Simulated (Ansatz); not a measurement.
SrO: tetragonal deformation path

Computed with DFT r2SCAN, scalar-relativistic, plane waves, PAW (Ansatz). The runs took a 500 eV cutoff, a Γ-centred 8×8×8 mesh and Gaussian smearing (0.05 eV). No spin polarisation. Energies are free energies at this smearing, counted from the undisturbed cell; pressure is positive in compression.

Zero of the scan (as given, not relaxed at this level; it stands at 1.1 GPa):

```xyz
2
Lattice="0.0000 2.5698 2.5698 2.5698 0.0000 2.5698 2.5698 2.5698 0.0000" Properties=species:S:1:pos:R:3 pbc="T T T"
Sr    0.0000    0.0000    0.0000
O     2.5698    2.5698    2.5698
```

At fixed volume and fractional coordinates, lengths along (0.000, 0.000, 1.000) are scaled against those across it; ρ is that ratio over its starting value.

```tsv
ρ	ΔE (meV/atom)	pressure (GPa)	gap on the mesh (eV)
0.650	1943.8	52.5	0.00
0.707	1086.2	35.2	0.47
0.780	461.3	17.3	1.92
0.850	169.0	7.6	2.76
0.920	39.2	2.7	3.34
0.960	8.9	1.5	3.58
1.000	0.0	1.1	3.79
1.050	11.5	?	?
1.100	42.3	3.0	3.62
1.200	?	?	3.50
1.300	?	14.5	?
1.414	540.3	23.9	1.96
1.500	?	32.0	?
```

Where the gap reads zero the k-mesh, chosen for the insulator, is on the coarse side.

(1) Give the withheld values.

Results:

(1) pressure (GPa) at ρ = 1.050: 1.6; gap on the mesh (eV) at ρ = 1.050: 3.69; ΔE (meV/atom) at ρ = 1.200: 148.7; pressure (GPa) at ρ = 1.200: 7.7; ΔE (meV/atom) at ρ = 1.300: 305.3; gap on the mesh (eV) at ρ = 1.300: 2.84; ΔE (meV/atom) at ρ = 1.500: 756.9; gap on the mesh (eV) at ρ = 1.500: 1.33.

Cost: 13 runs of about 0.75 core-minutes in all, on Oxide Virtual Turin-like Processor (Zen 5) (shared hosts).